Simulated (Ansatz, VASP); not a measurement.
## BN: VASP beside Ansatz

File INCAR:

```
SYSTEM = BN
PREC = Accurate
ENCUT = 520
EDIFF = 1E-6
ISMEAR = 0
SIGMA = 0.05
LREAL = .False.
LASPH = .True.
NELM = 100
ALGO = Normal
ISIF = 2
LWAVE = .False.
LCHARG = .True.
GGA = PS
LELF = .True.
LVHAR = .True.
NBANDS = 11
```

File KPOINTS:

```
Automatic mesh
0
Gamma
  12 12 12
  0 0 0
```

Contents of POSCAR:

```
BN
1.0
    0.0000000000      1.7837539340      1.8729416307
    1.7837539340      0.0000000000      1.8729416307
    1.7837539340      1.7837539340      0.0000000000
B N
1 1
Direct
    0.0000000000      0.0000000000      0.0000000000
    0.7500000000      0.7500000000      0.7500000000
```

Input for Ansatz:

```yaml
crystal:
  lattice:
    - [0.0, 1.783753934, 1.8729416307]
    - [1.783753934, 0.0, 1.8729416307]
    - [1.783753934, 1.783753934, 0.0]
  atoms:
    - { symbol: B, position: [0.0, 0.0, 0.0] }
    - { symbol: "N", position: [0.75, 0.75, 0.75] }
basis:
  ecutwfc: 420
kpoints:
  mp_grid: { grid: [12, 12, 12] }
hamiltonian:
  xc: pbesol
scf:
  occupations: { method: gaussian, width: 0.05 }
output:
  forces: true
  stress: true
  eigenvalues: true
```

Alike in both runs: task single point; functional PBEsol; k mesh 12 × 12 × 12; occupations gaussian, width 0.05 eV; no spin polarisation.

|  | VASP | Ansatz |
| --- | --- | --- |
| version | VASP 6.6.1 | Ansatz 0.2.0 |
| potentials or method | VASP PAW PBE potentials, release 64 (B, N) | scalar-relativistic, plane waves, PAW |
| plane-wave cutoff (eV) | 520 | 420 |
| valence electrons in the cell | 8 | 8 |

Ansatz gave:

```
gap on the k mesh at the Fermi level (eV)       : 3.84
least direct gap on the mesh (eV)               : 8.46
pressure (GPa)                                  : -6.3
largest component of the traceless stress (GPa) : 20.90
```

Question: Estimate VASP's values.

Answer: gap on the k mesh at the Fermi level (eV): 3.83; least direct gap on the mesh (eV): 8.45; pressure (GPa): -5.8; largest component of the traceless stress (GPa): 20.90.

The functional is the same, so the differences come from potentials, cutoffs and numerics.

Caveats: the PAW data sets were made with another functional, which shifts forces and pressure a little (VASP). A k mesh can miss the band edges.
